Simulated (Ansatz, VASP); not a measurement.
## One calculation of Te2Pt (Moncheite), two programs

File INCAR:

```
ALGO = Normal
EDIFF = 1E-7
ENCUT = 520
GGA = PS
ISIF = 2
ISMEAR = -1
LASPH = True
LCHARG = False
LREAL = False
LWAVE = False
NBANDS = 18
NELM = 100
PREC = Accurate
SIGMA = 0.02
```

The input KPOINTS:

```
k-points
0
Gamma
  6 6 4
```

Contents of POSCAR:

```
Te2Pt
1.0
    4.0381735148      0.0000000000      0.0000000000
   -2.0190867574      3.4971608487      0.0000000000
    0.0000000000      0.0000000000      5.3109405973
Te Pt
2 1
Direct
    0.3333333333      0.6666666667      0.2568471022
    0.6666666667      0.3333333333      0.7431528978
    0.0000000000      0.0000000000      0.0000000000
```

Input for Ansatz:

```yaml
crystal:
  lattice:
    - [4.0381735148, 0.0, 0.0]
    - [-2.0190867574, 3.4971608487, 0.0]
    - [0.0, 0.0, 5.3109405973]
  atoms:
    - { symbol: Te, position: [0.3333333333, 0.6666666667, 0.2568471022] }
    - { symbol: Te, position: [0.6666666667, 0.3333333333, 0.7431528978] }
    - { symbol: Pt, position: [0.0, 0.0, 0.0] }
kpoints:
  mp_grid: { grid: [6, 6, 4] }
hamiltonian:
  xc: pbesol
scf:
  occupations: { method: fermi_dirac, width: 0.02 }
  n_extra_bands: 4
  mixing: { beta: 0.05 }
  max_iter: 96
output:
  forces: true
  stress: true
  eigenvalues: true
```

Alike in both runs: task single point; functional PBEsol; k mesh 6 × 6 × 4; occupations fermi-dirac, width 0.02 eV; no spin polarisation.

|  | VASP | Ansatz |
| --- | --- | --- |
| version | VASP 6.6.1 | Ansatz 0.2.0 |
| potentials or method | VASP PAW PBE potentials, release 64 (Te, Pt) | plane waves |
| plane-wave cutoff (eV) | 520 | 420 |
| valence electrons in the cell | 22 | 50 |

|  | VASP | Ansatz | Ansatz less VASP |
| --- | --- | --- | --- |
| pressure (GPa) | -1.4 | -1.3 | +0.10 |
| largest component of the traceless stress (GPa) | 0.52 | 0.54 | +0.016 |
| rms of the force components (eV/Å) | 0.024 | 0.026 | +0.0028 |

Atom by atom the forces differ by 0.003 eV/Å (rms over components). With one functional, cell and mesh, what is left measures potentials, basis and numerics. The two sets of potentials don't hold the same shells in valence.

Caveats: the PAW data sets were made with another functional, which shifts forces and pressure a little (VASP). The runs have no spin-orbit coupling, so splittings on Pt, Te are missing.
